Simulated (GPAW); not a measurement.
## TiC: relaxation of cell and atoms with PBEsol

The system is TiC.

```
Ti C
1.0
     0.00000    2.16572    2.16572
     2.16572    0.00000    2.16572
     2.16572    2.16572    0.00000
Ti C
1 1
Direct
  0.00000 0.00000 0.00000
  0.50000 0.50000 0.50000
```

The cell is a database's computed one.

```json
{
  "Program": "GPAW 26.7.0",
  "Task": "relaxation of cell and atoms",
  "Functional": "PBEsol",
  "Potentials or basis": "PAW data sets generated in the run's folder for this functional",
  "Cutoff": "800 eV",
  "Basis": "pw",
  "k mesh": "11 × 11 × 11",
  "Occupations": "fermi-dirac, width 0.05 eV",
  "Spin": "no spin polarisation",
  "Target pressure": "2 GPa",
  "Maxiter": "150",
  "Optimizer": "BFGS",
  "Fmax": "0.02 eV/Å",
  "Max steps": "60",
  "Convergence": "density=1e-05 forces=0.0001"
}
```

| Item | Value |
| --- | --- |
| Relaxed volume | 9.85 Å³/atom |
| Relaxed cell | a = 3.032 Å, b = 3.032 Å, c = 3.032 Å, α = 60.00°, β = 60.00°, γ = 60.00° |
| Space group after relaxing (to 0.05 Å) | Fm-3m (No. 225) |
| Energy change on relaxing (the enthalpy is what falls) | -2.7 meV/atom |
| Ionic steps | 3 |
| Pressure after relaxing | 2.2 GPa |
| Band gap on the k mesh | none (metal or under the smearing width) |

Step by step:
```csv
step,energy change (eV),largest force (eV/Å),pressure (GPa),volume (Å³)
1,0.0000,0.0000,-5.85,20.32
2,-0.0054,0.0000,-3.18,20.10
3,-0.0053,0.0000,2.16,19.70
```

Final structure:
```cif
data_structure
_symmetry_space_group_name_H-M 'P 1'
_symmetry_Int_Tables_number 1
_cell_length_a 3.0316
_cell_length_b 3.0316
_cell_length_c 3.0316
_cell_angle_alpha 60.000
_cell_angle_beta 60.000
_cell_angle_gamma 60.000
_cell_volume 19.70
loop_
_atom_site_label
_atom_site_type_symbol
_atom_site_fract_x
_atom_site_fract_y
_atom_site_fract_z
_atom_site_occupancy
Ti1 Ti 0.00000 0.00000 0.00000 1
C1 C 0.50000 0.50000 0.50000 1
```

Levels at points of the mesh, in eV from the Fermi level:
| k point | band 5 | band 6 | band 7 | band 8 | band 9 | band 10 | band 11 | band 12 |
| --- | --- | --- | --- | --- | --- | --- | --- | --- |
| (0.00, 0.00, 0.00) | -12.57 | 0.62 | 0.62 | 0.62 | 1.68 | 1.68 | 1.68 | 1.75 |

Wall time 48 s on 1 thread of AMD EPYC 7R43 64-Core Processor (Zen 3), with other jobs on the host, peak memory 0.21 GiB.

Caveat: later steps reuse the first step's grids.
